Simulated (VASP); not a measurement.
# HfB2 (P6/mmm) in VASP: single point with PBEsol

Aim: the single point of HfB2 with PBEsol.

All numbers are computed with VASP 6.6.1; they aren't measurements. Logs are shortened: lines on timing, memory, paths and dates and some standing lists are left out, and cuts for length are marked.

## Step 1: The structure

Symmetry: P6/mmm, No. 191, hexagonal system. Conventional cell: a = 3.127 Å, b = 3.127 Å, c = 3.447 Å, α = 90.00°, β = 90.00°, γ = 120.00°. Hf (site symmetry 6/mmm) is surrounded by 12 B at 2.50 Å. Around B (site symmetry -6m2) lie 3 B at 1.81 Å.

The cell comes from a database or a generator and needn't be the stable form of this composition.

## Step 2: Single point, PBEsol

Input file INCAR:

```
PREC     = Accurate       # precision mode
ENCUT    = 520            # plane-wave cutoff, eV
EDIFF    = 1E-7           # SCF threshold, eV
ISMEAR   = 0              # smearing method
SIGMA    = 0.1            # smearing width, eV
LREAL    = False          # projectors in reciprocal space
LASPH    = True           # aspherical terms in the spheres
NELM     = 100            # most SCF steps
ALGO     = Fast           # electronic algorithm
ISIF     = 2              # what is computed and relaxed
LWAVE    = False          # write WAVECAR
LCHARG   = True           # write CHGCAR
GGA      = PS             # functional
LELF     = True           # ELF
LVHAR    = True         
NBANDS   = 15             # bands
```

Input file KPOINTS:

```
Automatic mesh
0
Gamma
  24 24 18
```

Input file POSCAR:

```
HfB2
1.0
    3.1272675614      0.0000000000      0.0000000000
   -1.5636337807      2.7082931526      0.0000000000
    0.0000000000      0.0000000000      3.4469749437
Hf B
1 2
Direct
    0.0000000000      0.0000000000      0.0000000000
    0.3333333333      0.6666666667      0.5000000000
    0.6666666667      0.3333333333      0.5000000000
```

Potentials or basis: VASP PAW PBE potentials, release 64 (Hf_pv, B).

Launch:

```sh
$ cat potpaw_PBE.64/Hf_pv/POTCAR potpaw_PBE.64/B/POTCAR > POTCAR
$ mpirun -np 1 vasp_std > vasp.out
```

OUTCAR:

```text
PREC = Accurate
   ENCUT = 520
   EDIFF = 1E-7
   ISMEAR = 0
   LREAL = False
   LASPH = True
   NELM = 100
   ISIF = 2
   GGA = PS

 ion  position               nearest neighbor table
   1  0.000  0.000  0.000-   2 2.50   3 2.50   2 2.50   3 2.50   2 2.50   2 2.50   3 2.50   3 2.50
                             3 2.50   3 2.50   2 2.50   2 2.50
   2  0.333  0.667  0.500-   3 1.81   3 1.81   3 1.81   1 2.50   1 2.50   1 2.50   1 2.50   1 2.50
                             1 2.50
   3  0.667  0.333  0.500-   2 1.81   2 1.81   2 1.81   1 2.50   1 2.50   1 2.50   1 2.50   1 2.50
                             1 2.50

  LATTYP: Found a hexagonal cell.
 ALAT       =     3.1272675614
 C/A-ratio  =     1.1022321807

  Lattice vectors:

 A1 = (   3.1272675614,   0.0000000000,   0.0000000000)
 A2 = (  -1.5636337807,   2.7082931526,   0.0000000000)
 A3 = (   0.0000000000,   0.0000000000,   3.4469749437)

Analysis of symmetry for initial positions (statically):
=====================================================================
 Subroutine PRICEL returns:
 Original cell was already a primitive cell.

 Routine SETGRP: Setting up the symmetry group for a
 hexagonal supercell.

 Subroutine GETGRP returns: Found 24 space group operations
 (whereof 24 operations were pure point group operations)
 out of a pool of 24 trial point group operations.

The static configuration has the point symmetry D_6h.

Analysis of symmetry for dynamics (positions and initial velocities):
=====================================================================
 Subroutine PRICEL returns:
 Original cell was already a primitive cell.

 Routine SETGRP: Setting up the symmetry group for a
 hexagonal supercell.

 Subroutine GETGRP returns: Found 24 space group operations
 (whereof 24 operations were pure point group operations)
 out of a pool of 24 trial point group operations.

The dynamic configuration has the point symmetry D_6h.

 Subroutine INISYM returns: Found 24 space group operations
 (whereof 24 operations are pure point group operations),
 and found     1 'primitive' translations

----------------------------------------------------------------------------------------

                                     Primitive cell

  volume of cell :      29.1944

  direct lattice vectors                    reciprocal lattice vectors
     3.127267561  0.000000000  0.000000000     0.319767970  0.184618124  0.000000000
    -1.563633781  2.708293153  0.000000000     0.000000000  0.369236247  0.000000000
     0.000000000  0.000000000  3.446974944     0.000000000  0.000000000  0.290109449

[... 101 lines left out ...]
   EFERMI_NEDOS =   21; number of points for ismear=-14 and -15
   IALGO  =     68    algorithm
   IMIX   =      4    mixing-type and parameters
     AMIX     =   0.40;   BMIX     =  1.00
     AMIX_MAG =   1.60;   BMIX_MAG =  1.00
  volume/ion in A,a.u.               =       9.73        65.67
  Fermi-wavevector in a.u.,A,eV,Ry     =   1.339724  2.531711 24.420544  1.794859
  Thomas-Fermi vector in A             =   2.468093
   LORBIT       =      0    0 simple, 1 ext, 2 COOP (PROOUT), +10 PAW based schemes
   GGA     = PS    functional components
   LHFCALC =     F    Hartree Fock is set to
   AEXX    =    0.0000 exact exchange contribution
   IVDW    =     0    specifies the selected vdW correction
   LEPSILON=     F    determine dielectric tensor
   LRPA    =     F    only Hartree local field effects (RPA)
 non-spin polarized calculation
 RMM-DIIS sequential band-by-band and
 Gauss-broadening in eV      SIGMA  =   0.10
  energy-cutoff  :      520.00
  volume of cell :       29.19
 maximum number of plane-waves:       800
 NGX is ok and might be reduce to    24
   NGX = 11   NGY = 11   NGZ = 13

 number of electron      15.9999999 magnetization

 Free energy of the ion-electron system (eV)
  ---------------------------------------------------
  ext. energy  EPLUGINS =         0.00000000
  ---------------------------------------------------
  free energy    TOTEN  =       -27.86523335 eV

  energy without entropy =      -27.86372201  energy(sigma->0) =      -27.86447768

 E-fermi :   7.7406     XC(G=0): -12.7650

 val. band max:        7.7389477522   @ k =   0.4167   0.1667   0.0556
 cond. band min:       7.7472356778   @ k =   0.2917   0.1667   0.0000
 fundamental gap:      0.0082879256
 Fermi energy:         7.7406386837

 k-point     1 :       0.0000    0.0000    0.0000
  band No.  band energies     occupation
      1     -22.8201      2.00000
      2     -22.2988      2.00000
      3     -22.2988      2.00000
      4      -6.1310      2.00000
      5       4.6309      2.00000
      6       4.7260      2.00000
      7       4.7260      2.00000
      8       4.9955      2.00000
      9      11.7694      0.00000
     10      11.7694      0.00000
     11      12.5001      0.00000
     12      12.5001      0.00000
     13      12.7241      0.00000
     14      12.7241      0.00000
[... 401 lines left out ...]
      2     -22.6781      2.00000
      3     -22.4940      2.00000
      4      -2.2338      2.00000
      5      -1.2088      2.00000
      6       3.5613      2.00000
      7       3.8618      2.00000
      8       5.1299      2.00000
      9       9.2982      0.00000
     10      11.1050      0.00000
     11      12.8688      0.00000
     12      13.4483      0.00000
     13      14.5100      0.00000
     14      15.4606      0.00000
     15      18.9992      0.00000

 [... further k-points ...]

------------------------ aborting loop because EDIFF is reached ----------------------------------------

  FORCE on cell =-STRESS in cart. coord.  units (eV):
  Direction    XX          YY          ZZ          XY          YZ          ZX
  --------------------------------------------------------------------------------------
  -------------------------------------------------------------------------------------
  Total       -0.0165162     -0.0165162      0.0127580      0.0000000      0.0000000     -0.0000000
  in kB       -0.9064021     -0.9064021      0.7001526      0.0000000      0.0000000     -0.0000000
  external PRESSURE =      -0.3708839 kB  Pullay stress =       0.0000000 kB

 VOLUME and BASIS-vectors are now :
 -----------------------------------------------------------------------------
  energy-cutoff  :      520.00
  volume of cell :       29.19
      direct lattice vectors                 reciprocal lattice vectors
     3.127267561  0.000000000  0.000000000     0.319767970  0.184618124  0.000000000
    -1.563633781  2.708293153  0.000000000     0.000000000  0.369236247  0.000000000
     0.000000000  0.000000000  3.446974944     0.000000000  0.000000000  0.290109449

 POSITION                                       TOTAL-FORCE (eV/Angst)
 -----------------------------------------------------------------------------------
      0.00000      0.00000      0.00000         0.000000      0.000000     -0.000000
     -0.00000      1.80553      1.72349        -0.000000      0.000000     -0.000000
      1.56363      0.90276      1.72349        -0.000000      0.000000      0.000000
 -----------------------------------------------------------------------------------
    total drift:                               -0.000000      0.000000     -0.000000

  FREE ENERGIE OF THE ION-ELECTRON SYSTEM (eV)
  ---------------------------------------------------
  free  energy   TOTEN  =       -27.8652333495 eV

  energy  without entropy=      -27.8637220107  energy(sigma->0) =      -27.86447768
```

OSZICAR:

```text
N       E                     dE             d eps       ncg     rms          rms(c)
DAV:   1     0.278854088488E+02    0.27885E+02   -0.80245E+03 18308   0.102E+03
DAV:   2    -0.285578284252E+02   -0.56443E+02   -0.52858E+02 24285   0.222E+02
DAV:   3    -0.300727320241E+02   -0.15149E+01   -0.15085E+01 23907   0.268E+01
DAV:   4    -0.300787767721E+02   -0.60447E-02   -0.60434E-02 21618   0.207E+00
DAV:   5    -0.300788110095E+02   -0.34237E-04   -0.34237E-04 23914   0.139E-01    0.552E+01
RMM:   6    -0.279787195137E+02    0.21001E+01   -0.23525E+00 19226   0.741E+00    0.378E+01
RMM:   7    -0.279913970885E+02   -0.12678E-01   -0.17233E+00 21518   0.640E+00    0.101E+01
RMM:   8    -0.278783868927E+02    0.11301E+00   -0.35248E-01 18564   0.336E+00    0.870E-01
RMM:   9    -0.278659524708E+02    0.12434E-01   -0.24193E-02 21596   0.923E-01    0.605E-01
RMM:  10    -0.278653022717E+02    0.65020E-03   -0.19719E-03 23905   0.276E-01    0.266E-01
RMM:  11    -0.278652836777E+02    0.18594E-04   -0.61094E-04 22395   0.137E-01    0.229E-01
RMM:  12    -0.278652319436E+02    0.51734E-04   -0.97524E-05 22627   0.587E-02    0.315E-02
RMM:  13    -0.278652336465E+02   -0.17028E-05   -0.12890E-05 24978   0.186E-02    0.287E-02
RMM:  14    -0.278652332341E+02    0.41239E-06   -0.35995E-06 23767   0.104E-02    0.857E-03
RMM:  15    -0.278652333509E+02   -0.11678E-06   -0.62431E-07 21539   0.423E-03    0.246E-03
RMM:  16    -0.278652333495E+02    0.13695E-08   -0.11536E-07 17320   0.168E-03
   1 F= -.27865233E+02 E0= -.27864478E+02  d E =-.151134E-02
```

stdout:

```text
POSCAR found type information on POSCAR HfB
 POSCAR found :  2 types and       3 ions
 scaLAPACK will be used
 -----------------------------------------------------------------------------
|                                                                             |
|                                                                             |
|     You enforced a specific xc type in the INCAR file but a different       |
|     I HOPE YOU KNOW WHAT YOU ARE DOING!                                     |
|                                                                             |
 -----------------------------------------------------------------------------

 LDA part: xc-table for (Slater+PW92), standard interpolation
 POSCAR, INCAR and KPOINTS ok, starting setup
 FFT: planning ... GRIDC
 FFT: planning ... GRID_SOFT
 FFT: planning ... GRID
 WAVECAR not read
 entering main loop
```

It took 94 s on 1 thread of Intel Xeon 6975P-C (Granite Rapids), shared host; peak memory 0.36 GiB.

Results:

- Free energy: -27.8652 eV
- Pressure: 0.0 GPa
- Band gap on the k mesh: none (metal or under the smearing width)

Caveat: the PAW data sets were made with another functional, which shifts forces and pressure a little.
